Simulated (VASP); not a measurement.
# SiC (Fm-3m) in VASP: settings compared, part 2 of 2

VASP 6.6.1. The steps go on from the part before.

### Step 3. Relaxation of cell and atoms, PBEsol

File INCAR:

```
PREC = Accurate
ENCUT = 600
EDIFF = 1E-6
ISMEAR = 0
SIGMA = 0.03
LREAL = F
LASPH = T
NELM = 80
ALGO = Normal
ISIF = 3
LWAVE = F
LCHARG = F
GGA = PS
IBRION = 2
NSW = 90
EDIFFG = -0.01
```

File KPOINTS:

```
regular mesh
0
Gamma
  12 12 12
```

File POSCAR:

```
SiC
1.0
    0.0000000000      2.1192710500      2.1192710500
    2.1192710500      0.0000000000      2.1192710500
    2.1192710500      2.1192710500      0.0000000000
Si C
1 1
Direct
    0.0000000000      0.0000000000      0.0000000000
    0.5000000000      0.5000000000      0.5000000000
```

Potentials or basis: VASP PAW PBE potentials, release 64 (Si, C).

Started as:

```console
cat potpaw_PBE.64/Si/POTCAR potpaw_PBE.64/C/POTCAR > POTCAR
mpirun -np 1 vasp_std > vasp.out
```

OUTCAR:

```text
PREC = Accurate
   ENCUT = 600
   EDIFF = 1E-6
   ISMEAR = 0
   LREAL = F
   LASPH = T
   NELM = 80
   ISIF = 3
   GGA = PS
   IBRION = 2
   NSW = 90
   EDIFFG = -0.01

 ion  position               nearest neighbor table
   1  0.000  0.000  0.000-   2 2.12   2 2.12   2 2.12   2 2.12   2 2.12   2 2.12
   2  0.500  0.500  0.500-   1 2.12   1 2.12   1 2.12   1 2.12   1 2.12   1 2.12

  LATTYP: Found a face centered cubic cell.
 ALAT       =     4.2385421000

  Lattice vectors:

 A1 = (   0.0000000000,   2.1192710500,   2.1192710500)
 A2 = (   2.1192710500,   0.0000000000,   2.1192710500)
 A3 = (   2.1192710500,   2.1192710500,   0.0000000000)

Analysis of symmetry for initial positions (statically):
=====================================================================
 Subroutine PRICEL returns:
 Original cell was already a primitive cell.

 Routine SETGRP: Setting up the symmetry group for a
 face centered cubic supercell.

 Subroutine GETGRP returns: Found 48 space group operations
 (whereof 48 operations were pure point group operations)
 out of a pool of 48 trial point group operations.

The static configuration has the point symmetry O_h .

Analysis of symmetry for dynamics (positions and initial velocities):
=====================================================================
 Subroutine PRICEL returns:
 Original cell was already a primitive cell.

 Routine SETGRP: Setting up the symmetry group for a
[... 265 lines left out ...]

 number of electron       8.0000000 magnetization

------------------------ aborting loop because EDIFF is reached ----------------------------------------
[... 67 lines left out ...]
--------------------------------------- Ionic step       15  -------------------------------------------

 number of electron       8.0000000 magnetization

 Free energy of the ion-electron system (eV)
  ---------------------------------------------------
  ext. energy  EPLUGINS =         0.00000000
  ---------------------------------------------------
  free energy    TOTEN  =       -14.60892266 eV

  energy without entropy =      -14.60873086  energy(sigma->0) =      -14.60882676

 E-fermi :  12.4432     XC(G=0): -12.8261

 val. band max:       12.3798970910   @ k =   0.0833   0.0000   0.0000
 cond. band min:      12.4575922600   @ k =  -0.1667   0.0833   0.0000
 fundamental gap:      0.0776951690
 Fermi energy:        12.4431986365

 k-point     1 :       0.0000    0.0000    0.0000
  band No.  band energies     occupation
      1      -6.0958      2.00000
      2      12.4878      0.03565
      3      12.4878      0.03565
      4      12.4878      0.03564
      5      20.1441      0.00000
      6      21.3537      0.00000
      7      21.3537      0.00000
      8      21.3537      0.00000
[... 243 lines left out ...]
 k-point    24 :      -0.4167    0.1667    0.0000
  band No.  band energies     occupation
      1      -0.5453      2.00000
      2       1.6736      2.00000
      3       8.4433      2.00000
      4      10.5965      2.00000
      5      15.9872      0.00000
      6      19.3272      0.00000
      7      20.6731      0.00000
      8      25.2496      0.00000

 [... further k-points ...]
[... 5 lines left out ...]
  --------------------------------------------------------------------------------------
  -------------------------------------------------------------------------------------
  Total        0.0119255      0.0119255      0.0119255     -0.0000000      0.0000000     -0.0000000
  in kB        1.1612131      1.1612131      1.1612131     -0.0000000      0.0000000     -0.0000000
  external PRESSURE =       1.1612131 kB  Pullay stress =       0.0000000 kB
[... 17 lines left out ...]
  FREE ENERGIE OF THE ION-ELECTRON SYSTEM (eV)
  ---------------------------------------------------
  free  energy   TOTEN  =       -14.6089226632 eV

  energy  without entropy=      -14.6087308621  energy(sigma->0) =      -14.60882676

 reached required accuracy - stopping structural energy minimisation
```

CONTCAR:

```text
SiC
   1.00000000000000
     0.0000000000000000    2.0187455331357178    2.0187455331357178
     2.0187455331357178   -0.0000000000000000    2.0187455331357178
     2.0187455331357178    2.0187455331357178   -0.0000000000000000
  Si              C
     1     1
Direct
     0.0000000000000000    0.0000000000000000    1.0000000000000000
     0.5000000000000000    0.5000000000000000    0.5000000000000000

  0.00000000E+00  0.00000000E+00  0.00000000E+00
  0.00000000E+00  0.00000000E+00  0.00000000E+00
```

Wall time 18 s (1 thread of Intel Xeon 6975P-C (Granite Rapids), shared host); peak memory 0.14 GiB.

What came out:

| Quantity | Value |
| --- | --- |
| Free energy | -14.6089 eV |
| Relaxed volume | 8.23 Å³/atom |
| Relaxed cell | a = 2.855 Å, b = 2.855 Å, c = 2.855 Å, α = 60.00°, β = 60.00°, γ = 60.00° |
| Space group after relaxing (to 0.05 Å) | Fm-3m (No. 225) |
| Energy gained by relaxing | 128.0 meV/atom |
| Ionic steps | 15 |
| Pressure after relaxing | 0.1 GPa |
| Band gap on the k mesh | none (metal or under the smearing width) |

The path:
```
step  energy change (eV)  largest force (eV/Å)  pressure (GPa)  volume (Å³)
   1              0.0000                0.0000          -27.21        19.04
   2             -0.1226                0.0000           30.49        14.92
   3             -0.2560                0.0000            0.20        16.45
   4             -0.2559                0.0000           -0.62        16.50
   5             -0.2559                0.0000           -0.61        16.50
   6             -0.2559                0.0000           -0.54        16.49
   7             -0.2559                0.0000           -0.53        16.49
   8             -0.2559                0.0000           -0.53        16.49
   9             -0.2559                0.0000           -0.52        16.49
  10             -0.2559                0.0000           -0.51        16.49
  11             -0.2560                0.0000           -0.50        16.49
  12             -0.2560                0.0000           -0.46        16.49
  13             -0.2560                0.0000           -0.38        16.48
  14             -0.2560                0.0000           -0.21        16.47
  15             -0.2560                0.0000            0.12        16.45
```

Final structure:
```
CELL_PARAMETERS angstrom
0.00000 2.01875 2.01875
2.01875 0.00000 2.01875
2.01875 2.01875 0.00000
ATOMIC_POSITIONS crystal
Si 0.00000 0.00000 0.00000
C 0.50000 0.50000 0.50000
```

Caveat: the PAW data sets were made with another functional, which shifts forces and pressure a little.

### Step 4. Relaxation of cell and atoms, PBEsol

This run uses another cell than the first one, of 8.23 Å³/atom, 0.864 times its volume.

INCAR, as its differences from that of step 3:

```diff
@@ -2,3 +2,3 @@
 ENCUT = 600
-EDIFF = 1E-6
+EDIFF = 1E-7
 ISMEAR = 0
@@ -15,2 +15,2 @@
 NSW = 90
-EDIFFG = -0.01
+EDIFFG = -0.005
```

KPOINTS is that of step 3.

File POSCAR:

```
SiC                                     
1.0
    0.0000000000      2.0187455331      2.0187455331
    2.0187455331     -0.0000000000      2.0187455331
    2.0187455331      2.0187455331     -0.0000000000
  Si              C             
     1     1
Direct
     0.0000000000000000    0.0000000000000000    1.0000000000000000
     0.5000000000000000    0.5000000000000000    0.5000000000000000
```

Started as:

```console
cat potpaw_PBE.64/Si/POTCAR potpaw_PBE.64/C/POTCAR > POTCAR
mpirun -np 1 vasp_std > vasp.out
```

It took 6.9 s on 1 thread of Intel Xeon 6975P-C (Granite Rapids), shared host; peak memory 0.13 GiB.

Results (log left out):

| Quantity | Value |
| --- | --- |
| Free energy | -14.6055 eV |
| Relaxed volume | 8.23 Å³/atom |
| Relaxed cell | a = 2.856 Å, b = 2.856 Å, c = 2.856 Å, α = 60.00°, β = 60.00°, γ = 60.00° |
| Space group after relaxing (to 0.05 Å) | Fm-3m (No. 225) |
| Energy gained by relaxing | 0.0 meV/atom |
| Ionic steps | 3 |
| Pressure after relaxing | 0.0 GPa |
| Band gap on the k mesh | none (metal or under the smearing width) |

Final structure:
```yaml
crystal:
  lattice:
    - [0.00000, 2.01922, 2.01922]
    - [2.01922, 0.00000, 2.01922]
    - [2.01922, 2.01922, 0.00000]
  atoms:
    - { symbol: Si, position: [0.00000, 0.00000, 0.00000] }
    - { symbol: C, position: [0.50000, 0.50000, 0.50000] }
```

Levels at points of the mesh, in eV from the Fermi level:
| k point | band 1 | band 2 | band 3 | band 4 | band 5 | band 6 | band 7 | band 8 |
| --- | --- | --- | --- | --- | --- | --- | --- | --- |
| (0.00, 0.00, 0.00) | -18.53 | 0.04 | 0.04 | 0.04 | 7.69 | 8.91 | 8.91 | 8.91 |
| (0.50, 0.00, 0.00) | -13.30 | -11.60 | -1.04 | -1.04 | 5.29 | 5.29 | 5.95 | 9.68 |
| (0.50, 0.50, 0.00) | -11.49 | -9.89 | -4.31 | -4.31 | -0.84 | 2.41 | 14.94 | 14.94 |

Caveat: the PAW data sets were made with another functional, which shifts forces and pressure a little.
